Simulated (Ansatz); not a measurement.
Isolated molecules relaxed with PBE0-D4/def2-TZVP in Ansatz; ΔE leaves out vibrations. CBS: MP2 limit from def2 TZ/QZ plus the TZ coupled-cluster correction, frozen cores. DFT in def2-TZVPP. B3LYP here is the variant with VWN-RPA as its local correlation; programs differ in this. Elements past krypton have def2 core potentials. For Sb outer-core shells are correlated without core-valence functions, which leaves a few kJ/mol of doubt a bond. Each species was taken in one conformer, which may not be the lowest.

`CC[O][SbH][SiH3]` + diethyl ether → `[CH3][SbH][SiH3]` + `CCOCOCC`  (formal exchange of groups at the Sb–O bond)

(1) Is it downhill or uphill in electronic energy at CCSD(T)/CBS, and by how much? (Best estimate.)

(2) What do these levels give: PBE0-D4, B3LYP-D4, ωB97M-V, PBE, PBE0, MP2/def2-TZVPP, SCS-MP2/def2-TZVPP, HF/def2-QZVPP, SCS-MP2/def2-QZVPP, HF/CBS(def2), MP2/CBS(def2), CCSD/CBS(def2)? (An estimate is asked.)

Largest T1 diagnostic among the species: 0.014.

## Answers

(1) The calculation gave: Uphill: ΔE = +23.7 kJ/mol.

(2) Ansatz gave: PBE0-D4 17.6, B3LYP-D4 25.4, ωB97M-V 19.0, PBE 24.2, PBE0 20.1, MP2/def2-TZVPP 18.1, SCS-MP2/def2-TZVPP 22.4, HF/def2-QZVPP 28.4, SCS-MP2/def2-QZVPP 27.5, HF/CBS(def2) 28.9, MP2/CBS(def2) 25.4, CCSD/CBS(def2) 25.0 kJ/mol.

In def2-TZVPP, CCSD(T) changes the Hartree–Fock value by −8.4 kJ/mol (the triples alone add −1.3 kJ/mol) and MP2 by −6.7 kJ/mol. The D4 term adds −4.2 kJ/mol with B3LYP and −2.5 kJ/mol with PBE0; it sums over pairs of atoms, weighted by their polarisabilities, and B3LYP, whose exchange is more repulsive, gets the larger term.
